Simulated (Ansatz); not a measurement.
Sb2Te3:
```
Sb2Te3
1.0
    2.14441     1.23807    10.37711
   -2.14441     1.23807    10.37711
    0.00000    -2.47615    10.37711
Sb Te
2 3
Cartesian
  0.00000   0.00000  12.35532
  0.00000   0.00000  18.77602
  0.00000   0.00000  24.42656
  0.00000   0.00000   6.70478
  0.00000   0.00000   0.00000
```

Relaxed with r²SCAN+D4. Independent-particle spectrum: no excitons, no local fields, no scissors shift; 0.1 eV broadening; ε₁ of the summed bands alone.

Q: Tabulate the dielectric function from the program Ansatz at the r²SCAN+D4 level (PAW).

A: 

```csv
E (eV),ε₁ xx,ε₂ xx,ε₁ zz,ε₂ zz
0.0,42.63,0.00,34.46,0.00
0.3,45.48,0.05,36.18,0.15
0.6,55.31,8.26,41.13,4.89
0.9,59.25,26.44,41.76,12.59
1.2,45.54,46.52,43.75,14.34
1.5,21.67,59.12,51.06,25.52
1.8,7.16,57.76,46.64,68.85
2.1,-12.14,44.59,-6.51,66.46
2.4,-14.98,33.38,-17.20,44.70
2.7,-18.55,24.37,-21.59,31.36
3.0,-18.88,14.43,-20.47,19.59
3.3,-13.59,7.77,-17.30,12.57
3.6,-10.29,5.86,-14.33,8.33
3.9,-7.82,4.08,-11.69,5.16
4.2,-5.69,3.30,-9.04,3.42
4.5,-4.02,2.96,-6.94,2.53
4.8,-2.87,2.87,-5.75,1.88
5.1,-1.80,3.40,-3.94,1.04
5.4,-1.49,3.31,-2.53,0.86
5.7,-1.32,3.36,-1.27,0.91
6.0,-0.89,3.10,0.03,1.15
6.3,-0.44,3.26,0.99,2.12
6.6,0.03,3.69,1.71,3.17
6.9,0.26,3.86,0.74,4.89
7.2,0.13,6.88,0.28,5.25
7.5,-2.09,4.74,-0.44,5.33
7.8,-1.98,4.29,-1.11,5.64
8.1,-2.36,3.75,-2.71,5.42
8.4,-2.49,3.43,-3.29,3.73
8.7,-2.59,2.54,-2.84,2.65
9.0,-2.20,2.20,-2.48,2.41
9.3,-1.95,1.87,-2.26,2.03
9.6,-1.78,1.77,-2.07,1.83
9.9,-1.64,1.54,-1.91,1.59
10.2,-1.44,1.41,-1.75,1.40
10.5,-1.33,1.35,-1.58,1.23
10.8,-1.21,1.25,-1.43,1.10
11.1,-1.19,1.22,-1.29,0.97
11.4,-1.15,1.03,-1.15,0.91
11.7,-1.02,0.89,-1.01,0.81
12.0,-0.88,0.80,-0.91,0.78
```

Q: From ε at 0.6 eV (xx: 55.31 + 8.26i), find n, k, the normal reflectivity and the absorption coefficient.

A: n = 7.46, k = 0.554, R = 58 %, α = 2kE/ħc = 34000 cm⁻¹.

With all bands, ε∞ without local fields is 42.7 (xx = yy), 34.6 (zz).

Space group R-3m. The cell was relaxed with r²SCAN+D4 under the symmetry of its start. Spin–orbit coupling is left out wherever it is not named.

Potentials: the later of the program's two PAW sets.
